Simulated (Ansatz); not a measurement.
# Cu: the cost of one run

Method: DFT PBE, scalar-relativistic, plane waves, PAW, in Ansatz 0.2.0.

## (1) Starting point

The structure is monoclinic, space group C2/m (No. 12). The conventional cell has a = 14.905 Å, b = 3.615 Å, c = 24.083 Å, α = 90.00°, β = 90.00°, γ = 90.00°. Cu (site symmetry m) is surrounded by 6 Cu at 2.56 Å. Around Cu (site symmetry m) lie 8 Cu at 2.56 Å. Around Cu (site symmetry m) lie 9 Cu at 2.56 Å. Cu (site symmetry m) is surrounded by 11 Cu at 2.56 Å. Cu (site symmetry m) has 12 Cu at 2.56 Å as nearest neighbours. Only part of the 12 independent sites is listed.

Structure file:

```xyz
24
Lattice="7.4525 1.8075 0.0000 0.0000 3.6150 0.0000 0.0000 0.0000 24.0828" Properties=species:S:1:pos:R:3 pbc="T T T"
Cu    0.0000    0.0000    7.0000
Cu    5.6990    3.6150    7.4384
Cu    3.9454    1.8075    7.8768
Cu    2.1919    3.6150    8.3151
Cu    0.4384    1.8075    8.7535
Cu    6.1374    1.8075    9.1919
Cu    4.3838    3.6150    9.6303
Cu    2.6303    1.8075   10.0687
Cu    0.8768    3.6150   10.5071
Cu    6.5757    3.6150   10.9454
Cu    4.8222    1.8075   11.3838
Cu    3.0687    3.6150   11.8222
Cu    1.3151    1.8075   12.2606
Cu    7.0141    1.8075   12.6990
Cu    5.2606    3.6150   13.1374
Cu    3.5071    1.8075   13.5757
Cu    1.7535    3.6150   14.0141
Cu    0.0000    1.8075   14.4525
Cu    5.6990    1.8075   14.8909
Cu    3.9454    3.6150   15.3293
Cu    2.1919    1.8075   15.7677
Cu    0.4384    3.6150   16.2060
Cu    6.1374    3.6150   16.6444
Cu    4.3838    1.8075   17.0828
```

## (2) Relaxing the atoms: Cu24 slab, no spin

input.yaml

```yaml
crystal:
  lattice:
    - [7.4525134183, 1.8075, 0.0]
    - [0.0, 3.615, 0.0]
    - [0.0, 0.0, 24.0828122718]
  atoms:
    - { symbol: Cu, position: [0.0, 0.0, 0.2906637282] }
    - { symbol: Cu, position: [0.7647058824, 0.6176470588, 0.3088668823] }
    - { symbol: Cu, position: [0.5294117647, 0.2352941176, 0.3270700363] }
    - { symbol: Cu, position: [0.2941176471, 0.8529411765, 0.3452731904] }
    - { symbol: Cu, position: [0.0588235294, 0.4705882353, 0.3634763445] }
    - { symbol: Cu, position: [0.8235294118, 0.0882352941, 0.3816794985] }
    - { symbol: Cu, position: [0.5882352941, 0.7058823529, 0.3998826526] }
    - { symbol: Cu, position: [0.3529411765, 0.3235294118, 0.4180858067] }
    - { symbol: Cu, position: [0.1176470588, 0.9411764706, 0.4362889608] }
    - { symbol: Cu, position: [0.8823529412, 0.5588235294, 0.4544921148] }
    - { symbol: Cu, position: [0.6470588235, 0.1764705882, 0.4726952689] }
    - { symbol: Cu, position: [0.4117647059, 0.7941176471, 0.490898423] }
    - { symbol: Cu, position: [0.1764705882, 0.4117647059, 0.509101577] }
    - { symbol: Cu, position: [0.9411764706, 0.0294117647, 0.5273047311] }
    - { symbol: Cu, position: [0.7058823529, 0.6470588235, 0.5455078852] }
    - { symbol: Cu, position: [0.4705882353, 0.2647058824, 0.5637110392] }
    - { symbol: Cu, position: [0.2352941176, 0.8823529412, 0.5819141933] }
    - { symbol: Cu, position: [0.0, 0.5, 0.6001173474] }
    - { symbol: Cu, position: [0.7647058824, 0.1176470588, 0.6183205015] }
    - { symbol: Cu, position: [0.5294117647, 0.7352941176, 0.6365236555] }
    - { symbol: Cu, position: [0.2941176471, 0.3529411765, 0.6547268096] }
    - { symbol: Cu, position: [0.0588235294, 0.9705882353, 0.6729299637] }
    - { symbol: Cu, position: [0.8235294118, 0.5882352941, 0.6911331177] }
    - { symbol: Cu, position: [0.5882352941, 0.2058823529, 0.7093362718] }
scf:
  occupations: { method: gaussian, width: 0.1 }
output:
  forces: true
  stress: false
  write_density: true
  write_potential: true
  elf: true
  volumetric_format: npy
kpoints:
  mp_grid: { grid: [12, 12, 1] }
hamiltonian:
  xc: pbe
relax:
  f_tol: 0.005
```

The run is started by

```bash
> ansatz run input.yaml --threads 8 --pin off --max-ram 20480MiB --backend cpu --events-out ev --progress --plain --runs-dir out
```

Q: Estimate wall time and peak memory on 8 threads of Intel Xeon 6975P-C (Granite Rapids), shared host.

About 3.5 min, with a peak of 9.8 GiB.
